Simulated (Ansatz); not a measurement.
## Bi in Ansatz: convergence with scf exx energy threshold

Crystal: Bi.

```
CELL_PARAMETERS angstrom
3.23838 0.00000 0.00000
0.00000 3.22164 0.00000
-0.08045 0.00000 6.44389
ATOMIC_POSITIONS crystal
Bi 0.54425 0.00000 0.74958
Bi 0.45575 0.00000 0.25042
```

This isn't the form of Bi at room conditions, which is rhombohedral.

- Program: Ansatz 0.2.0
- Task: convergence study
- Functional: PBE0
- Potentials or basis: Ansatz PAW
- Cutoff: 420 eV (not typed: the program's choice for these potentials)
- k mesh: 4 × 4 × 2
- Occupations: fermi-dirac, width 0.1 eV
- Spin: no spin polarisation

These are the settings of the first run; the series varies scf exx energy threshold, with any setting tied to it.

Hardware: 2 threads of AMD EPYC 9R45 96-Core Processor (Zen 5) (shared host).

| scf exx energy threshold | energy less the tightest run, at zero smearing (meV/atom) | SCF cycles | CPU time (s) | peak memory (GiB) |
| --- | --- | --- | --- | --- |
| 0.01 | 0.00 | 122 | 49 | 0.91 |
| 0.001 | 0.00 | 122 | 47 | 0.91 |
| 0.0001 | 0.00 | 122 | 48 | 0.92 |
| 1e-05 | 0.00 | 121 | 49 | 0.9 |
| 1e-06 | 0.00 | 127 | 50 | 0.91 |
| 1e-07 | 0.00 | 127 | 48 | 0.91 |

Against the tightest run, the energy stays within 1 meV/atom from 0.01 on. The tightest run that finished is the yardstick and may itself not be fully converged.

Caveat, for the tightest run too: the k mesh is coarse (spacing up to 0.49 Å⁻¹), so the values aren't converged, least of all with exact exchange.
